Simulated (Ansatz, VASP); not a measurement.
## One calculation of LiCl, two programs

INCAR

```
SYSTEM = LiCl
ALGO = Normal
EDIFF = 1E-7
ENCUT = 520
GGA = PE
ISIF = 2
ISMEAR = 0
LASPH = .TRUE.
LCHARG = .FALSE.
LREAL = .FALSE.
LWAVE = .FALSE.
NBANDS = 30
NELM = 100
PREC = Accurate
SIGMA = 0.1
```

Contents of KPOINTS:

```
k-points
0
G
  4 4 1
  0 0 0
```

The input POSCAR:

```
LiCl
1.0
   -3.9402491738      0.0000000000      0.0000000000
    1.9701245869     -3.4485270732      0.0000000000
    0.0000000000      0.0000000000     18.4169788198
Li Cl
4 4
Direct
    0.4020854716      0.8041709432      0.1250000000
    0.4020854716      0.8041709432      0.6250000000
    0.5979145284      0.1958290568      0.3750000000
    0.5979145284      0.1958290568      0.8750000000
    0.9294403087      0.8588806174      0.3750000000
    0.9294403087      0.8588806174      0.8750000000
    0.0705596913      0.1411193826      0.1250000000
    0.0705596913      0.1411193826      0.6250000000
```

Input for Ansatz:

```yaml
crystal:
  lattice:
    - [-3.9402491738, 0.0, 0.0]
    - [1.9701245869, -3.4485270732, 0.0]
    - [0.0, 0.0, 18.4169788198]
  atoms:
    - { symbol: Li, position: [0.4020854716, 0.8041709432, 0.125] }
    - { symbol: Li, position: [0.4020854716, 0.8041709432, 0.625] }
    - { symbol: Li, position: [0.5979145284, 0.1958290568, 0.375] }
    - { symbol: Li, position: [0.5979145284, 0.1958290568, 0.875] }
    - { symbol: Cl, position: [0.9294403087, 0.8588806174, 0.375] }
    - { symbol: Cl, position: [0.9294403087, 0.8588806174, 0.875] }
    - { symbol: Cl, position: [0.0705596913, 0.1411193826, 0.125] }
    - { symbol: Cl, position: [0.0705596913, 0.1411193826, 0.625] }
basis:
  ecutwfc: 420
kpoints:
  mp_grid: { grid: [4, 4, 1] }
hamiltonian:
  xc: pbe
scf:
  occupations: { method: gaussian, width: 0.1 }
  lower_state_search: "off"
output:
  forces: true
  stress: true
  eigenvalues: true
```

Alike in both runs: task single point; functional PBE; k mesh 4 × 4 × 1; occupations gaussian, width 0.1 eV; no spin polarisation.

|  | VASP | Ansatz |
| --- | --- | --- |
| version | VASP 6.6.1 | Ansatz 0.2.0 |
| potentials or method | VASP PAW PBE potentials, release 64 (Li_sv, Cl) | scalar-relativistic, plane waves, PAW |
| plane-wave cutoff (eV) | 520 | 420 |
| valence electrons in the cell | 40 | 40 |

|  | VASP | Ansatz | Ansatz less VASP |
| --- | --- | --- | --- |
| gap on the k mesh at the Fermi level (eV) | 5.38 | 5.37 | -0.005 |
| least direct gap on the mesh (eV) | 5.61 | 5.61 | 0.000 |

With one functional, cell and mesh, what is left measures potentials, basis and numerics.

Caveats: the k mesh is coarse (spacing up to 0.46 Å⁻¹), so the values aren't converged; an odd mesh through Γ misses points on the zone boundary, where band edges often lie.
